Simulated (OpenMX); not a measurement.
Crystal: ZrB2.

```
Zr B
1.0
     3.17000    0.00000    0.00000
    -1.58500    2.74530    0.00000
     0.00000    0.00000    3.53300
Zr B
1 2
Cartesian
  0.0000 0.0000 0.0000
  1.5850 0.9151 1.7665
  0.0000 1.8302 1.7665
```

```yaml
Program: OpenMX 3.8.5
Task: single point
Functional: PBE
Potentials_or_basis: OpenMX 2013 PBE set, Zr7.0-s3p2d2, B7.0-s2p2d1, grid cutoff 400 Ry
k_mesh: 11 × 11 × 9
Occupations: fermi-dirac, width 0.05 eV
Spin: no spin polarisation
```

On this cell: pressure 2.0 GPa; largest force 0.007 eV/Å; band gap on the k mesh none (metal or under the smearing width).

The same run follows on a disturbed copy (atoms moved at random, drawn with an rms of 0.05 Å):

```
CELL_PARAMETERS angstrom
3.17000 0.00000 0.00000
-1.58500 2.74530 0.00000
0.00000 0.00000 3.53300
ATOMIC_POSITIONS crystal
Zr 0.00055 0.02110 0.99126
B 0.65467 0.33004 0.49578
B 0.34214 0.66506 0.51411
```

**Question.** What changes?

**Answer.** The energy (extrapolated to zero smearing) moves by +29.6 meV/atom; pressure 3.0 GPa; largest force 1.287 eV/Å; band gap on the k mesh none (metal or under the smearing width).

Forces on the atoms (eV/Å):
```
Zr   0.387 -0.862  0.744
B    0.547  0.415  0.021
B   -0.933  0.449 -0.764
```

Caveats: the basis of atomic orbitals isn't converged, which shifts pressures, moduli and gaps.
